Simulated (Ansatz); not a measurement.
Runs of Ansatz 0.2.0 on CuO. The structure is tetragonal, space group P4_2/mmc (No. 131). The conventional cell has a = 3.422 Å, b = 3.422 Å, c = 4.260 Å, α = 90.00°, β = 90.00°, γ = 90.00°. Cu (site symmetry mmm) has 4 O at 2.02 Å as nearest neighbours. O (site symmetry -4m2) is surrounded by 4 Cu at 2.02 Å and 2 O at 2.13 Å. Measurements of this composition are mostly on another form, of space group No. 15.

| level | U | hubbard projectors | double counting | gap on the mesh (eV) | pressure (GPa) |
| --- | --- | --- | --- | --- | --- |
| PBE+U | Cu d U = 8 eV | ortho-atomic (the default) | fll (the default) | none | (c) |
| PBE+U | Cu d U = 6 eV | ortho-atomic (the default) | fll (the default) | none | 0.7 |
| PBE+U | Cu d U = 2 eV | ortho-atomic (the default) | fll (the default) | none | (b) |
| PBE | - | - | - | none | -2.8 |
| PBE+U | Cu d U = 4 eV | ortho-atomic (the default) | fll (the default) | none | -0.6 |
| PBE+U | Cu d U = 3 eV | ortho-atomic (the default) | fll (the default) | none | -1.2 |
| PBE+U | Cu d U = 5 eV | ortho-atomic (the default) | fll (the default) | none | 0.1 |
| PBE+U | Cu d U = 1 eV | ortho-atomic (the default) | fll (the default) | none | (a) |

Alike in all rows: task band structure; potentials or basis Ansatz PAW; no spin polarisation; cell as given; k mesh 8 × 8 × 6; cutoff (eV) 420; smearing fermi-dirac 0.05 eV.

Estimate the missing entries.

(a) -2.3; (b) -1.8; (c) 2.2.

Caveats: the run has no spin polarisation, though such a crystal can be magnetic; U without spin polarisation on a metal has little footing (some runs); semilocal functionals often make such compounds metallic where correlation or magnetic order opens a gap, which also shifts bond lengths (some runs).

A gap of «none» marks a metal or a gap under the smearing width.
